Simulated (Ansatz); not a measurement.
Rh in Ansatz: the effect of target pressure

Rh:

```
Rh
1.0
     2.69174    0.00000    0.00000
    -1.34587    2.33112    0.00000
     0.00000    0.00000    8.79807
Rh
4
Direct
  0.66667 0.33333 0.75000
  0.00000 0.00000 0.50000
  0.33333 0.66667 0.25000
  0.00000 0.00000 0.00000
```

This isn't the form of Rh at room conditions, which is fcc.

Alike in all runs:

```yaml
Program: Ansatz 0.2.0
Task: relaxation of cell and atoms
Functional: PBEsol
Potentials_or_basis: Ansatz PAW
Cutoff: "420 eV (not typed: the program's choice for these potentials)"
k_mesh: 11 × 11 × 3
Occupations: fermi-dirac, width 0.05 eV
Spin: no spin polarisation
```

Each run relaxes the cell or the atoms first.

```csv
target pressure,relaxed volume (Å³/atom)
0 GPa,13.53
2 GPa,13.44
5 GPa,13.31
10 GPa,?
20 GPa,12.76
30 GPa,12.46
```

What does the run with target pressure 10 GPa give?

Relaxed volume 13.11 Å³/atom.

Worked out: In Murnaghan's law V^(-B') rises as a straight line in P. The other rows fit best with B' = 5.1, V0 = 13.53 Å³/atom and B0 = 293 GPa, which gives 13.11 Å³/atom at 10 GPa, against the run's 13.11.

Caveats: the plane-wave basis is chosen anew once the cell has moved, so the energies of steps on either side of that aren't comparable; the PAW data sets come from PBE, with cores solved anew for the run's functional, which leaves a small shift of forces and pressure.
